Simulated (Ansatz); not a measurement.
**AgCl: band gap under strain**

How does strain move the band edges of AgCl built on the rocksalt prototype, and do the functionals agree on it? States: -5.0 % biaxial strain in x and y, free along z; -1.0 % biaxial strain in x and y, free along z; -4.0 % strain along x alone.

The runs shown are made with Ansatz 0.2.0. PAW datasets, plane waves. The values are computed, spin-unpolarised, and not measurements.

### Step 1. The system as given

The unstrained cell was relaxed with r2SCAN; in each strained cell the atoms were relaxed again with r2SCAN. Names of k-points are those of the unstrained zone, where strain can split equivalent points. First state: -5.0 % biaxial strain in x and y, free along z.

The symmetry is I4/mmm (No. 139, tetragonal); conventional cell a = 3.726 Å, c = 5.909 Å, 20.51 Å³ an atom. Near Ag stand 6 Cl at 2.63–2.95 Å; near Cl stand 6 Ag at 2.63–2.95 Å.

As a file:

```cif
data_structure
_symmetry_space_group_name_H-M 'P 1'
_symmetry_Int_Tables_number 1
_cell_length_a 3.9584
_cell_length_b 3.9584
_cell_length_c 3.7258
_cell_angle_alpha 61.926
_cell_angle_beta 61.926
_cell_angle_gamma 56.149
_cell_volume 41.01
loop_
_atom_site_label
_atom_site_type_symbol
_atom_site_fract_x
_atom_site_fract_y
_atom_site_fract_z
_atom_site_occupancy
Ag1 Ag 0.00000 0.00000 0.00000 1
Cl1 Cl 0.50000 0.50000 0.50000 1
```

From earlier runs on the unstrained cell: PBE 0.91 eV, r2SCAN 1.48 eV, HSE06 2.41 eV; a = 5.546 Å.

### Step 2. -5.0 % biaxial strain in x and y, free along z: PBE

File input.yaml:

```yaml
crystal:
  lattice:
    - [0.0, 2.6345246234, 2.9543391351]
    - [2.6345246234, 0.0, 2.9543391351]
    - [2.6345246234, 2.6345246234, 0.0]
  atoms:
    - { symbol: Ag, position: [0.0, 0.0, 0.0] }
    - { symbol: Cl, position: [0.5, 0.5, 0.5] }
kpoints:
  mp_grid: { grid: [8, 8, 8] }
  band_path:
    path:
      - [0.0, 0.0, 0.0]
      - [0.5, 0.0, 0.5]
      - [0.625, 0.25, 0.625]
      - [0.375, 0.375, 0.75]
      - [0.5, 0.5, 0.5]
      - [0.5, 0.25, 0.75]
      - [0.0375, 0.0375, 0.075]
      - [0.0, 0.0, 0.5]
    npoints: 1
hamiltonian:
  xc: pbe
scf:
  occupations: { method: fermi_dirac, width: 0.02 }
  n_extra_bands: 4
output:
  forces: true
  stress: true
  eigenvalues: true
```

On the command line:

```sh
ansatz run input.yaml --threads 2 --pin off --max-ram 2211MiB --backend cpu --events-out ev --progress --plain --runs-dir out
```

The runs that follow: -5.0 % biaxial strain in x and y, free along z: r2SCAN; -5.0 % biaxial strain in x and y, free along z: HSE06; -1.0 % biaxial strain in x and y, free along z: PBE; -1.0 % biaxial strain in x and y, free along z: r2SCAN; -1.0 % biaxial strain in x and y, free along z: HSE06; -4.0 % strain along x alone: PBE; -4.0 % strain along x alone: r2SCAN; -4.0 % strain along x alone: HSE06.

**Question.** What will these runs give?

The runs gave:

Least gap in eV (negative: overlap), with the change from the unstrained cell in brackets:

| state | volume change (%) | PBE | r2SCAN | HSE06 |
| --- | --- | --- | --- | --- |
| -5.0 % biaxial strain in x and y, free along z | -3.9 | 0.59 (-0.32) | 1.13 (-0.35) | 2.02 (-0.39) |
| -1.0 % biaxial strain in x and y, free along z | -0.9 | 0.84 (-0.07) | 1.41 (-0.07) | 2.33 (-0.08) |
| -4.0 % strain along x alone | -4.0 | 0.79 (-0.12) | 1.35 (-0.13) | 2.26 (-0.15) |

In words: With HSE06, of the states in the table -5.0 % biaxial strain in x and y, free along z shifts the gap most, by -0.387 eV. PBE and HSE06 differ by 1.50 eV on the unstrained gap, and by at most 0.06 eV on its change: PBE follows the response to strain far better than the gap itself.
